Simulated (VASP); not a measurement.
# Sb2S3 (Stibnite) (Pnma) in VASP: notebook

One crystal, Sb2S3 (Stibnite), is run at these levels: PBE, TB-mBJ, LDA, r2SCAN; tasks: band structure, dielectric tensor.

All numbers are computed with VASP 6.6.1; they aren't measurements. Logs are shortened: lines on timing, memory, paths and dates and some standing lists are left out, and cuts for length are marked.

**Experimental background.**

From “Phase transition mechanism and bandgap engineering of Sb2S3 at gigapascal pressures”, 2021, pmc:9814834, for a bulk crystal of Sb2S3: band gap 1.73 eV (optical).

“Ultrafast self-trapping of photoexcited carriers sets the upper limit on antimony trisulfide photovoltaic devices”, 2019, pmc:6778121 reports, for a bulk crystal of Sb2S3: band gap 1.7 eV (optical).

The results are compared with them further down.

## (1) Starting point

The structure is orthorhombic, space group Pnma (No. 62). Conventional cell: a = 11.285 Å, b = 3.828 Å, c = 10.916 Å, α = 90.00°, β = 90.00°, γ = 90.00°. Around Sb (site symmetry m) lie 3 S at 2.56 to 2.57 Å. Sb (site symmetry m) has 5 S at 2.50 to 2.84 Å as nearest neighbours. S (site symmetry m) has 3 Sb at 2.56 to 2.66 Å as nearest neighbours. S (site symmetry m) is surrounded by 3 Sb at 2.50 to 2.84 Å. S (site symmetry m) has 2 Sb at 2.57 Å as nearest neighbours.

## (2) Band structure, PBE, spin-orbit coupling, no magnetisation

File INCAR:

```
PREC     = Accurate       # precision mode
ENCUT    = 520            # plane-wave cutoff, eV
EDIFF    = 1E-6           # SCF threshold, eV
ISMEAR   = 0              # smearing method
SIGMA    = 0.03           # smearing width, eV
LREAL    = F              # projectors in reciprocal space
LASPH    = T              # aspherical terms in the spheres
NELM     = 80             # most SCF steps
ALGO     = Normal         # electronic algorithm
ISIF     = 2              # what is computed and relaxed
LWAVE    = F              # write WAVECAR
LCHARG   = F              # write CHGCAR
MAGMOM   = 0 0 0 0 0 0 0 0 0 0 0 0 0 0 0 0 0 0 0 0 0 0 0 0 0 0 0 0 0 0 0 0 0 0 0 0 0 0 0 0 0 0 0 0 0 0 0 0 0 0 0 0 0 0 0 0 0 0 0 0 # initial moments
LORBIT   = 11             # projections on sites
LSORBIT  = T              # spin-orbit coupling
GGA_COMPAT= F            
GGA      = PE             # functional
NBANDS   = 142            # bands
```

File KPOINTS:

```
regular mesh
0
Gamma
  2 6 2
```

File POSCAR:

```
Sb2S3                                   
1.0
   11.2851787599      0.0000000000      0.0000000000
    0.0000000000      3.8283747703      0.0000000000
    0.0000000000      0.0000000000     10.9162014254
  Sb              S             
     8    12
Direct
     0.4754810991499777    0.2500000000000000    0.3259465314389620
     0.0245189008500223    0.7500000000000000    0.8259465314389619
     0.9754810991499778    0.2500000000000000    0.1740534685610380
     0.5245189008500222    0.7500000000000000    0.6740534685610381
     0.3472279808842215    0.7500000000000000    0.0322852916765958
     0.1527720191157785    0.2500000000000000    0.5322852916765959
     0.8472279808842215    0.7500000000000000    0.4677147083234042
     0.6527720191157785    0.2500000000000000    0.9677147083234041
     0.2901664857043768    0.2500000000000000    0.1914648244227384
     0.2098335142956232    0.7500000000000000    0.6914648244227384
     0.7901664857043837    0.2500000000000000    0.3085351755772616
     0.7098335142956163    0.7500000000000000    0.8085351755772616
     0.5485501916731121    0.7500000000000000    0.1269400574129219
     0.9514498083268879    0.2500000000000000    0.6269400574129219
     0.0485501916731121    0.7500000000000000    0.3730599425870781
     0.4514498083268879    0.2500000000000000    0.8730599425870781
     0.3740927150424502    0.7500000000000000    0.4424300135971806
     0.1259072849575497    0.2500000000000000    0.9424300135971807
     0.8740927150424432    0.7500000000000000    0.0575699864028194
     0.6259072849575568    0.2500000000000000    0.5575699864028193
```

File KPOINTS_OPT:

```
explicit points
318
Reciprocal
 0.0000000000  0.0000000000  0.0000000000 1
 0.0000000000  0.0263157895  0.0000000000 1
 0.0000000000  0.0526315789  0.0000000000 1
 0.0000000000  0.0789473684  0.0000000000 1
 0.0000000000  0.1052631579  0.0000000000 1
 0.0000000000  0.1315789474  0.0000000000 1
[... 310 lines left out ...]
 0.0000000000  0.5000000000  0.0625168600 1
 0.0000000000  0.5000000000 -0.0625168600 1
```

Potentials or basis: VASP PAW PBE potentials, release 64 (Sb, S).

Started as:

```bash
cat potpaw_PBE.64/Sb/POTCAR potpaw_PBE.64/S/POTCAR > POTCAR
mpirun -np 4 vasp_ncl > vasp.out
```

OUTCAR:

```text
PREC = Accurate
   ENCUT = 520
   EDIFF = 1E-6
   ISMEAR = 0
   LREAL = F
   LASPH = T
   NELM = 80
   ISIF = 2
   LORBIT = 11
   LSORBIT = T
   GGA = PE

 ion  position               nearest neighbor table
   1  0.475  0.250  0.326-   9 2.56  17 2.57  17 2.57  13 3.01  13 3.01  20 3.05
   2  0.025  0.750  0.826-  10 2.56  18 2.57  18 2.57  14 3.01  14 3.01  19 3.05
   3  0.975  0.250  0.174-  11 2.56  19 2.57  19 2.57  15 3.01  15 3.01  18 3.05
   4  0.525  0.750  0.674-  12 2.56  20 2.57  20 2.57  16 3.01  16 3.01  17 3.05
   5  0.347  0.750  0.032-  13 2.50   9 2.66   9 2.66  16 2.84  16 2.84
   6  0.153  0.250  0.532-  14 2.50  10 2.66  10 2.66  15 2.84  15 2.84
   7  0.847  0.750  0.468-  15 2.50  11 2.66  11 2.66  14 2.84  14 2.84
   8  0.653  0.250  0.968-  16 2.50  12 2.66  12 2.66  13 2.84  13 2.84
   9  0.290  0.250  0.191-   1 2.56   5 2.66   5 2.66
  10  0.210  0.750  0.691-   2 2.56   6 2.66   6 2.66
  11  0.790  0.250  0.309-   3 2.56   7 2.66   7 2.66
  12  0.710  0.750  0.809-   4 2.56   8 2.66   8 2.66
  13  0.549  0.750  0.127-   5 2.50   8 2.84   8 2.84   1 3.01   1 3.01
  14  0.951  0.250  0.627-   6 2.50   7 2.84   7 2.84   2 3.01   2 3.01
  15  0.049  0.750  0.373-   7 2.50   6 2.84   6 2.84   3 3.01   3 3.01
  16  0.451  0.250  0.873-   8 2.50   5 2.84   5 2.84   4 3.01   4 3.01
  17  0.374  0.750  0.442-   1 2.57   1 2.57   4 3.05
  18  0.126  0.250  0.942-   2 2.57   2 2.57   3 3.05
  19  0.874  0.750  0.058-   3 2.57   3 2.57   2 3.05
  20  0.626  0.250  0.558-   4 2.57   4 2.57   1 3.05

  LATTYP: Found a simple orthorhombic cell.
 ALAT       =     3.8283747703
 B/A-ratio  =     2.8513931055
 C/A-ratio  =     2.9477727331

  Lattice vectors:

 A1 = (   0.0000000000,   3.8283747703,   0.0000000000)
 A2 = (   0.0000000000,   0.0000000000,  10.9162014254)
 A3 = (  11.2851787599,   0.0000000000,   0.0000000000)

Analysis of symmetry for initial positions (statically):
=====================================================================
 Subroutine PRICEL returns:
 Original cell was already a primitive cell.

 Routine SETGRP: Setting up the symmetry group for a
 simple orthorhombic supercell.

 Subroutine GETGRP returns: Found  8 space group operations
 (whereof  2 operations were pure point group operations)
 out of a pool of  8 trial point group operations.

The static configuration has the point symmetry S_2 .
 The point group associated with its full space group is D_2h.

Analysis of symmetry for dynamics (positions and initial velocities):
=====================================================================
 Subroutine PRICEL returns:
 Original cell was already a primitive cell.

 Routine SETGRP: Setting up the symmetry group for a
 simple orthorhombic supercell.

 Subroutine GETGRP returns: Found  8 space group operations
 (whereof  2 operations were pure point group operations)
 out of a pool of  8 trial point group operations.

The dynamic configuration has the point symmetry S_2 .
 The point group associated with its full space group is D_2h.

Analysis of structural, dynamic, and magnetic symmetry:
=====================================================================
 Subroutine PRICEL returns:
 Original cell was already a primitive cell.

 Routine SETGRP: Setting up the symmetry group for a
 simple orthorhombic supercell.

 Subroutine GETGRP returns: Found  8 space group operations
 (whereof  2 operations were pure point group operations)
 out of a pool of  8 trial point group operations.

The overall configuration has the point symmetry S_2 .
 The point group associated with its full space group is D_2h.

 Subroutine INISYM returns: Found  8 space group operations
 (whereof  2 operations are pure point group operations),
 and found     1 'primitive' translations
[... 161 lines left out ...]

 number of electron     111.9999978 magnetization      -0.0000000     -0.0000000     -0.0000000

 number of electron     111.9999978 magnetization       0.0000000     -0.0000000      0.0000000

 number of electron     111.9999978 magnetization      -0.0000000     -0.0000000      0.0000000

 Free energy of the ion-electron system (eV)
  ---------------------------------------------------
  ext. energy  EPLUGINS =         0.00000000
  ---------------------------------------------------
  free energy    TOTEN  =       -87.80526477 eV

  energy without entropy =      -87.80526477  energy(sigma->0) =      -87.80526477

 E-fermi :   5.7960     XC(G=0):  -9.6041

 val. band max:        5.6553561072   @ k =   0.0000   0.0000   0.0000
 cond. band min:       6.8843725537   @ k =   0.0000   0.0000   0.0000
 fundamental gap:      1.2290164465
 Fermi energy:         5.7960239149

 k-point     1 :       0.0000    0.0000    0.0000
  band No.  band energies     occupation
      1      -8.7701      1.00000
      2      -8.7701      1.00000
      3      -8.4573      1.00000
      4      -8.4573      1.00000
      5      -7.9916      1.00000
      6      -7.9916      1.00000
[... 2021 lines left out ...]
    123       8.2354      0.00000
    124       8.2354      0.00000
 [bands above 124 left out]

------------------------ aborting loop because EDIFF is reached ----------------------------------------

  FORCE on cell =-STRESS in cart. coord.  units (eV):
  Direction    XX          YY          ZZ          XY          YZ          ZX
  --------------------------------------------------------------------------------------
  -------------------------------------------------------------------------------------
  Total        8.3095554      8.8487513      8.8297875      0.0000000      0.0000000      0.0000000
  in kB       28.2288991     30.0606344     29.9962114      0.0000000      0.0000000      0.0000000
  external PRESSURE =      29.4285816 kB  Pullay stress =       0.0000000 kB

 VOLUME and BASIS-vectors are now :
 -----------------------------------------------------------------------------
  energy-cutoff  :      520.00
  volume of cell :      471.62
      direct lattice vectors                 reciprocal lattice vectors
    11.285178760  0.000000000  0.000000000     0.088611800  0.000000000  0.000000000
     0.000000000  3.828374770  0.000000000     0.000000000  0.261207447  0.000000000
     0.000000000  0.000000000 10.916201425     0.000000000  0.000000000  0.091606957

 POSITION                                       TOTAL-FORCE (eV/Angst)
 -----------------------------------------------------------------------------------
      5.36589      0.95709      3.55810         0.054046     -0.000000      0.017305
      0.27670      2.87128      9.01620        -0.054046     -0.000000      0.017305
     11.00848      0.95709      1.90000         0.054046      0.000000     -0.017305
      5.91929      2.87128      7.35810        -0.054046      0.000000     -0.017305
      3.91853      2.87128      0.35243        -0.052695      0.000000     -0.026754
      1.72406      0.95709      5.81053         0.052695     -0.000000     -0.026754
[... 12 lines left out ...]
      9.86429      2.87128      0.62845        -0.012796      0.000000     -0.004948
      7.06348      0.95709      6.08655         0.012796      0.000000     -0.004948
 -----------------------------------------------------------------------------------
    total drift:                               -0.000000      0.000000      0.000000

  FREE ENERGIE OF THE ION-ELECTRON SYSTEM (eV)
  ---------------------------------------------------
  free  energy   TOTEN  =       -87.8052647709 eV

  energy  without entropy=      -87.8052647709  energy(sigma->0) =      -87.80526477

 Spin-Orbit-Coupling matrix elements

 Ion:    1  E_soc:     -0.0974639
 l=   1
     0.0000000    -0.0148612    -0.0165768
    -0.0148612     0.0000000    -0.0163927
    -0.0165768    -0.0163927     0.0000000
 l=   2
     0.0000000    -0.0000646     0.0000000    -0.0000572    -0.0002052
    -0.0000646     0.0000000    -0.0001795    -0.0000872    -0.0000799
     0.0000000    -0.0001795     0.0000000    -0.0001632     0.0000000
    -0.0000572    -0.0000872    -0.0001632     0.0000000    -0.0000644
    -0.0002052    -0.0000799     0.0000000    -0.0000644     0.0000000
 l=   3
     0.0000000     0.0000000     0.0000000     0.0000000     0.0000000     0.0000000     0.0000000
     0.0000000     0.0000000     0.0000000     0.0000000     0.0000000     0.0000000     0.0000000
     0.0000000     0.0000000     0.0000000     0.0000000     0.0000000     0.0000000     0.0000000
     0.0000000     0.0000000     0.0000000     0.0000000     0.0000000     0.0000000     0.0000000
[... 369 lines left out ...]
 l=   2
     0.0000000     0.0000000     0.0000000     0.0000000     0.0000000
     0.0000000     0.0000000     0.0000000     0.0000000     0.0000000
     0.0000000     0.0000000     0.0000000     0.0000000     0.0000000
     0.0000000     0.0000000     0.0000000     0.0000000     0.0000000
     0.0000000     0.0000000     0.0000000     0.0000000     0.0000000
 l=   3
     0.0000000     0.0000000     0.0000000     0.0000000     0.0000000     0.0000000     0.0000000
     0.0000000     0.0000000     0.0000000     0.0000000     0.0000000     0.0000000     0.0000000
     0.0000000     0.0000000     0.0000000     0.0000000     0.0000000     0.0000000     0.0000000
     0.0000000     0.0000000     0.0000000     0.0000000     0.0000000     0.0000000     0.0000000
     0.0000000     0.0000000     0.0000000     0.0000000     0.0000000     0.0000000     0.0000000
     0.0000000     0.0000000     0.0000000     0.0000000     0.0000000     0.0000000     0.0000000
     0.0000000     0.0000000     0.0000000     0.0000000     0.0000000     0.0000000     0.0000000

 total charge

# of ion       s       p       d       tot
------------------------------------------
    1        1.301   0.908   0.071   2.280
    2        1.301   0.908   0.071   2.280
    3        1.301   0.908   0.071   2.280
    4        1.301   0.908   0.071   2.280
    5        1.303   0.899   0.074   2.275
    6        1.303   0.899   0.074   2.275
[... 12 lines left out ...]
   19        1.362   2.327   0.000   3.689
   20        1.362   2.327   0.000   3.689
--------------------------------------------------
tot         26.774  35.135   0.580  62.489

 magnetization (x)

# of ion       s       p       d       tot
------------------------------------------
    1        0.000   0.000   0.000   0.000
    2        0.000   0.000   0.000   0.000
    3        0.000   0.000   0.000   0.000
    4        0.000   0.000   0.000   0.000
    5        0.000   0.000   0.000   0.000
    6        0.000   0.000   0.000   0.000
[... 12 lines left out ...]
   19        0.000   0.000   0.000   0.000
   20        0.000   0.000   0.000   0.000
--------------------------------------------------
tot          0.000   0.000   0.000   0.000

 magnetization (y)

# of ion       s       p       d       tot
------------------------------------------
    1        0.000  -0.000  -0.000  -0.000
    2       -0.000   0.000   0.000   0.000
    3       -0.000   0.000   0.000   0.000
    4        0.000  -0.000  -0.000  -0.000
    5        0.000   0.000  -0.000   0.000
    6       -0.000  -0.000   0.000  -0.000
[... 12 lines left out ...]
   19        0.000   0.000   0.000   0.000
   20       -0.000  -0.000   0.000  -0.000
--------------------------------------------------
tot          0.000   0.000   0.000   0.000

 magnetization (z)

# of ion       s       p       d       tot
------------------------------------------
    1        0.000   0.000   0.000   0.000
    2        0.000   0.000   0.000   0.000
    3        0.000   0.000   0.000   0.000
    4        0.000   0.000   0.000   0.000
    5        0.000   0.000   0.000   0.000
    6        0.000   0.000   0.000   0.000
[... 12 lines left out ...]
   19        0.000   0.000   0.000   0.000
   20        0.000   0.000   0.000   0.000
--------------------------------------------------
tot          0.000   0.000   0.000   0.000
```

Wall time 2 h (4 MPI ranks of Intel Xeon 6975P-C (Granite Rapids), shared host); peak memory 1.2 GiB.

Results:

```
Free energy                                           : -87.8053 eV
Pressure                                              : 2.9 GPa
Largest force                                         : 0.100 eV/Å
Valence electrons inside the program's atomic spheres : Sb 2.28, 2.27; S 3.69
```

Forces on the atoms (eV/Å):
```
Sb   0.054  0.000  0.017
Sb  -0.054  0.000  0.017
Sb   0.054  0.000 -0.017
Sb  -0.054  0.000 -0.017
Sb  -0.053  0.000 -0.027
Sb   0.053  0.000 -0.027
Sb  -0.053  0.000  0.027
Sb   0.053  0.000  0.027
S   -0.083  0.000  0.057
S    0.083  0.000  0.057
S   -0.083  0.000 -0.057
S    0.083  0.000 -0.057
S    0.052  0.000  0.046
S   -0.052  0.000  0.046
S    0.052  0.000 -0.046
S   -0.052  0.000 -0.046
S   -0.013  0.000  0.005
S    0.013  0.000  0.005
S   -0.013  0.000 -0.005
S    0.013  0.000 -0.005
```

Stress tensor (GPa, compression positive):
```
2.82 0.00 0.00
0.00 3.01 0.00
0.00 0.00 3.00
```

(Part 1 of 3 ends here.)
